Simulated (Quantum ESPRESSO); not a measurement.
SnSe:

```
Sn Se
1.0
    11.42000    0.00000    0.00000
     0.00000    4.19000    0.00000
     0.00000    0.00000    4.46000
Sn Se
4 4
Direct
  0.87700 0.75000 0.90900
  0.62300 0.25000 0.40900
  0.37700 0.75000 0.59100
  0.12300 0.25000 0.09100
  0.64300 0.75000 0.98400
  0.85700 0.25000 0.48400
  0.14300 0.75000 0.51600
  0.35700 0.25000 0.01600
```

Base run:

```yaml
Program: Quantum ESPRESSO 7.5
Functional: r2SCAN
Potentials_or_basis: SG15 PBE 1.2
Cutoff: 952 eV
Density_cutoff: 3810 eV
k_mesh: 3 × 5 × 5
Occupations: fermi-dirac, width 0.05 eV
Spin: no spin polarisation
```

Its results: band gap on the k mesh 1.05 eV, indirect (least direct gap 1.27 eV); pressure 0.9 GPa; largest force 0.224 eV/Å.

**Question.** The run is repeated on the same cell with these changes: functional from r2SCAN to SCAN; k mesh from 3 × 5 × 5 to 2 × 3 × 3. What comes out?

**Answer.** Band gap on the k mesh 0.73 eV, indirect (least direct gap 0.96 eV); pressure 0.5 GPa; largest force 0.347 eV/Å.

Several settings changed at once, so the effect can't be laid on one alone.

Caveats: some runs use coarse meshes; the potentials were made for another functional, which shifts forces and pressure; spin-orbit coupling is left out, which moves the levels of the heavy elements; the mesh misses the band edges, which the band path finds closer together (some runs).

Not every run made on this cell is shown here.
